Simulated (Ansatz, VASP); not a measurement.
Ti in VASP and in Ansatz

```
Ti
1.0
    -1.61318    1.61318    1.61318
     1.61318   -1.61318    1.61318
     1.61318    1.61318   -1.61318
Ti
1
Direct
  0.00000 0.00000 0.00000
```

Change from the starting cell: volume scaled by 0.95, crystal datasets.

Alike in both runs: task electric field gradients; functional PBEsol; k mesh 14 × 14 × 14; occupations fermi-dirac, width 0.05 eV; no spin polarisation.

```csv
,VASP,Ansatz
version,VASP 6.6.1,Ansatz 0.2.0
potentials or method,"VASP PAW PBE potentials, release 64 (Ti_sv), cutoff 520 eV","all-electron PAW with datasets made for the crystal, scalar-relativistic"
```

```csv
,VASP,Ansatz,Ansatz less VASP
pressure (GPa),-1.9,-1.6,+0.25
Vzz of the field gradient on the site that differs most (V/Å²),0.0,0.0,0.00
```

Ansatz ran all-electron here, so the differences hold the error of VASP's frozen core and of both bases.

Caveats: the PAW data sets were made with another functional, which shifts forces and pressure a little (VASP).
